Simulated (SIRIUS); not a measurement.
Crystal: Zn.

```xyz
2
Lattice="2.6700 0.0000 0.0000 -1.3350 2.3123 0.0000 0.0000 0.0000 4.9660" Properties=species:S:1:pos:R:3 pbc="T T T"
Zn    1.3350    0.7708    3.7245
Zn    0.0000    1.5415    1.2415
```

Base run:

- Program: SIRIUS 7.12.0
- Functional: PBE
- Potentials or basis: SSSP 1.3.0 PBE efficiency
- Cutoff: 828 eV
- Density cutoff: 6645 eV
- k mesh: 9 × 9 × 5
- Occupations: fermi-dirac, width 0.05 eV
- Spin: no spin polarisation

Its results: band gap on the k mesh none (metal or under the smearing width); pressure -0.5 GPa.

Q: The run is repeated on the same cell with these changes: potentials or basis from SSSP 1.3.0 PBE efficiency to JTH 2.0 PBE (PAW); cutoff from 828 eV to 557 eV; density cutoff from 6645 eV to 5442 eV; valence electrons from 40 to 24. What comes out?

A: Band gap on the k mesh none (metal or under the smearing width); pressure -1.2 GPa.
